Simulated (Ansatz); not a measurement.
**How AgCl answers to pressure**

```cif
data_structure
_symmetry_space_group_name_H-M 'Fm-3m'
_symmetry_Int_Tables_number 225
_cell_length_a 5.5463
_cell_length_b 5.5463
_cell_length_c 5.5463
_cell_angle_alpha 90.000
_cell_angle_beta 90.000
_cell_angle_gamma 90.000
_cell_volume 170.61
loop_
_atom_site_label
_atom_site_type_symbol
_atom_site_symmetry_multiplicity
_atom_site_Wyckoff_symbol
_atom_site_fract_x
_atom_site_fract_y
_atom_site_fract_z
_atom_site_occupancy
Ag1 Ag 4 b 0.50000 0.00000 0.00000 1
Cl1 Cl 4 a 0.00000 0.00000 0.00000 1
```

The runs use the primitive cell with vectors (0.000, 2.773, 2.773), (2.773, 0.000, 2.773), (2.773, 2.773, 0.000) Å, to which the k mesh refers.

The cell comes from COD entry 9011666, which wasn't checked; take it as a given geometry.

Level of theory: Ansatz 0.2.0, DFT, LDA, all-electron LAPW, scalar-relativistic.

Settings: a Γ-centred 8×8×8 k mesh, Fermi–Dirac smearing of 0.02 eV, basis error target 0.5 meV/atom, no spin polarisation.

The cell is scaled evenly with fractional coordinates held. Semilocal gaps are too small, but their slopes carry over better.

| V/V(cell) | P (GPa) | gap on the k mesh (eV) |
| --- | --- | --- |
| 0.9400 | -2.71 | 0.615 |
| 0.9600 | -3.80 | 0.613 |
| 0.9800 | -4.74 | 0.613 |
| 0.9900 | -5.17 | 0.614 |
| 1.0000 | -5.56 | 0.615 |
| 1.0100 | -5.93 | 0.617 |
| 1.0200 | -6.28 | 0.619 |
| 1.0400 | -6.89 | 0.624 |

(1) From the rows at 0.9900 and 1.0100, what is the bulk modulus at the cell's volume?

(2) What are the gap's volume deformation potential and pressure coefficient?

(3) Predict the row at V/V(cell) = 1.0600. How far is a linear estimate of P off?

Answers

(1) B = −ΔP/Δln V = −[(-5.93) − (-5.17)]/0.02000 = 38.0 GPa. This is the modulus at -5.56 GPa, not at zero pressure.

(2) dEg/dln V = (0.617 − 0.614)/0.02000 = 0.15 eV, and dEg/dP = −(dEg/dln V)/B = -3.9 meV/GPa: pressure narrows the gap.

(3) P = -7.42 GPa, gap 0.631 eV. The linear estimate P(cell) − B ln(V/V(cell)) = -7.77 GPa misses by 0.35 GPa, since the modulus falls on expansion.
